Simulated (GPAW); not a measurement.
BAs, 2 atoms in the cell. It takes space group F-43m (No. 216, cubic). The conventional cell has a = 4.777 Å, b = 4.777 Å, c = 4.777 Å, α = 90.00°, β = 90.00°, γ = 90.00°. Around As (site symmetry -43m) lie 4 B at 2.07 Å. Around B (site symmetry -43m) lie 4 As at 2.07 Å. 

| Quantity | Value |
| --- | --- |
| Program | GPAW 26.7.0 |
| Task | equation of state |
| Functional | MS2 |
| Potentials or basis | GPAW PAW data sets (gpaw-data 1.2.1) |
| Cutoff | 800 eV |
| Basis | pw |
| k mesh | 8 × 8 × 8 |
| Occupations | fermi-dirac, width 0.05 eV |
| Spin | no spin polarisation |
| Maxiter | 150 |
| Eos scales | [0.94, 0.96, 0.98, 1.0, 1.02, 1.04, 1.06] |

Potentials or basis: GPAW PAW data sets (gpaw-data 1.2.1), pw.

Launch:

```console
$ OMP_NUM_THREADS=1 python run.py
```

Hardware: 1 thread of INTEL(R) XEON(R) PLATINUM 8581C CPU @ 2.10GHz (Emerald Rapids) (shared host).

Estimate the wall time of this run.

It took 2.2 min on 1 thread of INTEL(R) XEON(R) PLATINUM 8581C CPU @ 2.10GHz (Emerald Rapids), with other jobs on the host, peak memory 0.52 GiB. Counts: scf iterations 77, plane waves 1363, bands 11, k points 29.
